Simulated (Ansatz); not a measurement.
## Na2S (Fm-3m): zone-centre phonons and dielectric response

Perturbation theory with PBEsol in the plane-wave code Ansatz on the PBEsol cell, ground state and force constants on a 6×6×6 mesh. The values are computed, spin-unpolarised, and not measurements.

Space group Fm-3m (No. 225), cubic; a = 6.501 Å in the conventional setting, 22.89 Å³ an atom. Na is surrounded by 4 S at 2.81 Å; S is surrounded by 8 Na at 2.81 Å.

```
Na S
1.0
     0.00000    3.25028    3.25028
     3.25028    0.00000    3.25028
     3.25028    3.25028    0.00000
Na S
2 1
Direct
  0.25000 0.25000 0.25000
  0.75000 0.75000 0.75000
  0.00000 0.00000 0.00000
```

Optical modes without the longitudinal term:
```
ω (cm⁻¹)  degeneracy  IR intensity, summed over the level ((D/Å)²/amu)
     189           3                                              0.00
     205           3                                             13.41
```

The zone-centre optical frequencies run from 189 to 205 cm⁻¹, none imaginary (the rest of the zone wasn't tested). With the long-range field the highest mode reaches 285 cm⁻¹. Of the real levels 1 is infrared active, the strongest at 205 cm⁻¹.

The electronic dielectric tensor ε∞ is 3.55 in all directions. With the ions relaxed, ε⁰ is 6.9 in all directions. Born charges, averaged over directions: Na +0.96, S -1.91 e.

With one polar mode in a cubic crystal the Lyddane-Sachs-Teller relation applies: (ω_LO/ω_TO)² = (284.9/205.1)² = 1.930, and ε⁰/ε∞ = 6.853/3.551 = 1.930. The refractive index √ε∞ is 1.88.

For comparison, on the r2SCAN cell the mean ε∞ is 3.20 with r2SCAN (ground state on 6×6×6; least gap 3.09 eV), 3.48 with PBE (ground state on 6×6×6; least gap 2.53 eV).
